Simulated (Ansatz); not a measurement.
A (001) slab of Cu (P6_3/mmc (No. 194)), 7 planes, outer planes Cu (top) and Cu (bottom), with 7 atoms (Cu7) in a surface cell of A = 5.711 Å², as cut from the bulk:

```yaml
crystal:
  lattice:
    - [2.56801, 0.00000, 0.00000]
    - [-1.28401, 2.22396, 0.00000]
    - [0.00000, 0.00000, 27.58058]
  atoms:
    - { symbol: Cu, position: [0.66667, 0.33333, 0.27193] }
    - { symbol: Cu, position: [0.33333, 0.66667, 0.34795] }
    - { symbol: Cu, position: [0.66667, 0.33333, 0.42398] }
    - { symbol: Cu, position: [0.33333, 0.66667, 0.50000] }
    - { symbol: Cu, position: [0.66667, 0.33333, 0.57602] }
    - { symbol: Cu, position: [0.33333, 0.66667, 0.65205] }
    - { symbol: Cu, position: [0.66667, 0.33333, 0.72807] }
```

Method: DFT PBE, scalar-relativistic, plane waves, PAW in Ansatz 0.2.0. Cutoff 420 eV; k points 15×15×1 on the computed 7-atom cell (Γ-centred); Gaussian smearing, width 0.10 eV; no spin polarisation. The cell repeats along c with a dipole correction in the vacuum.

Against the same 7 atoms in the bulk, the slab as cut lies 0.919 eV higher and the relaxed slab 0.917 eV higher.

Task: Work out the surface energy before and after relaxation.

Result: The slab has two faces, so γ = (E_slab − N·E_bulk)/(2A), the mean of both. As cut: 0.919/(2 × 5.711) = 0.0805 eV/Å², and 1 eV/Å² = 16.02 J/m², so γ = 1.29 J/m². Relaxed: 0.917/(2 × 5.711) = 0.0803 eV/Å² = 1.29 J/m². Relaxation recovers 0.2 % of the cost of cutting.

Task: What is the ideal work of this cut, per area?

Result: Griffith's ideal work is 2γ: 2.58 J/m² if the new faces stay rigid, 2.57 J/m² if they relax. One thickness was run, 7 planes, so γ can still shift with it.

The reference crystal is a form of Cu, which isn't its usual structure.